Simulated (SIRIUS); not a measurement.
Crystal: Ge.

```xyz
2
Lattice="4.0007 0.0000 0.0000 2.0003 3.4647 0.0000 2.0003 1.1549 3.2665" Properties=species:S:1:pos:R:3 pbc="T T T"
Ge    6.0010    3.4647    2.4499
Ge    4.0007    2.3098    1.6333
```

* Program: SIRIUS 7.12.0
* Task: relaxation of cell and atoms
* Functional: revPBE
* Dispersion: D3
* Potentials or basis: PseudoDojo 0.4.1 PBE standard (scalar relativistic)
* Cutoff: 1078 eV
* Density cutoff: 4311 eV
* k mesh: 4 × 4 × 4
* Occupations: fermi-dirac, width 0.05 eV
* Spin: no spin polarisation

At the start: pressure 4.3 GPa; volume 22.64 Å³/atom.

Task: Where does the relaxation end?

Result: Over 4 steps the energy falls by 23.7 meV/atom and the volume is 24.43 Å³/atom (+7.9 %); space group Fd-3m (No. 227, to 0.05 Å).

The path:
```csv
step,energy change (eV),largest force (eV/Å),pressure (GPa),volume (Å³)
1,0.0000,0.0000,4.26,45.28
2,-0.0144,0.0000,3.57,45.87
3,-0.0466,0.0000,-0.51,49.32
4,-0.0473,0.0000,-0.03,48.85
```

Final structure:
```yaml
crystal:
  lattice:
    - [4.10326, 0.00000, 0.00000]
    - [2.05163, 3.55352, 0.00000]
    - [2.05163, 1.18451, 3.35030]
  atoms:
    - { symbol: Ge, position: [0.75000, 0.75000, 0.75000] }
    - { symbol: Ge, position: [0.50000, 0.50000, 0.50000] }
```

Caveat: the k mesh is coarse (spacing up to 0.48 Å⁻¹), so the values aren't converged; the potentials were made for another functional, which shifts forces and pressure.
